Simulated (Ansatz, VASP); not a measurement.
One calculation of Sb, two programs

```
CELL_PARAMETERS angstrom
-1.88373 1.88373 1.88373
1.88373 -1.88373 1.88373
1.88373 1.88373 -1.88373
ATOMIC_POSITIONS crystal
Sb 0.00000 0.00000 0.00000
```

Change from the starting cell: volume scaled by 1.02.

Alike in both runs: task single point; functional PBE; k mesh 10 × 10 × 10; occupations fermi-dirac, width 0.05 eV; no spin polarisation.

```csv
,VASP,Ansatz
version,VASP 6.6.1,Ansatz 0.2.0
potentials or method,"VASP PAW PBE potentials, release 64 (Sb), cutoff 520 eV","all-electron LAPW, scalar-relativistic"
```

Ansatz gave:

- gap on the k mesh at the Fermi level (eV): none
- pressure (GPa): 1.8

Which values does VASP return?

gap on the k mesh at the Fermi level (eV): none; pressure (GPa): 1.7.

A gap of «none» marks a metal or a gap that the smearing closes. Ansatz ran all-electron here, so the differences hold the error of VASP's frozen core and of both bases.

Spin-orbit coupling is left out, which matters for the levels of Sb.
